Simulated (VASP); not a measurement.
A run of VASP 6.6.1 is set up as follows.

INCAR

```
SYSTEM = Al
PREC     = Accurate       ! precision mode
ENCUT    = 520            ! plane-wave cutoff, eV
EDIFF    = 1E-6           ! SCF threshold, eV
ISMEAR   = 1              ! smearing method
SIGMA    = 0.1            ! smearing width, eV
LREAL    = .False.        ! projectors in reciprocal space
LASPH    = .True.         ! aspherical terms in the spheres
NELM     = 120            ! most SCF steps
ALGO     = Fast           ! electronic algorithm
ISIF     = 2              ! what is computed and relaxed
LWAVE    = .False.        ! write WAVECAR
LCHARG   = .False.        ! write CHGCAR
LDIPOL   = .True.       
IDIPOL   = 3            
DIPOL    = 0.5 0.5 0.500
GGA      = PE             ! functional
IVDW     = 12             ! dispersion correction
IBRION   = 2              ! ionic algorithm
NSW      = 90             ! ionic steps
EDIFFG   = -0.02          ! ionic threshold
KPAR     = 2
```

File KPOINTS:

```
Automatic mesh
0
Gamma
  11 11 1
  0 0 0
```

Contents of POSCAR:

```
Al
1.0
    2.8857310900      0.0000000000      0.0000000000
    0.0000000000      2.8857310900      0.0000000000
    0.0000000000      0.0000000000     25.8881743900
Al
4
Direct
    0.0000000000      0.0000000000      0.3866931600
    0.5000000000      0.5000000000      0.4622323300
    0.0000000000      0.0000000000      0.5377715000
    0.5000000000      0.5000000000      0.6133068400
```

Potentials or basis: VASP PAW PBE potentials, release 64 (Al).

Command:

```sh
$ cat potpaw_PBE.64/Al/POTCAR > POTCAR
$ mpirun -np 2 vasp_std > vasp.out
```

(1) Estimate the band gap on the k mesh.

(2) Predict the dispersion energy per atom.

Results:

(1) none (metal or under the smearing width).

(2) -0.234 eV.
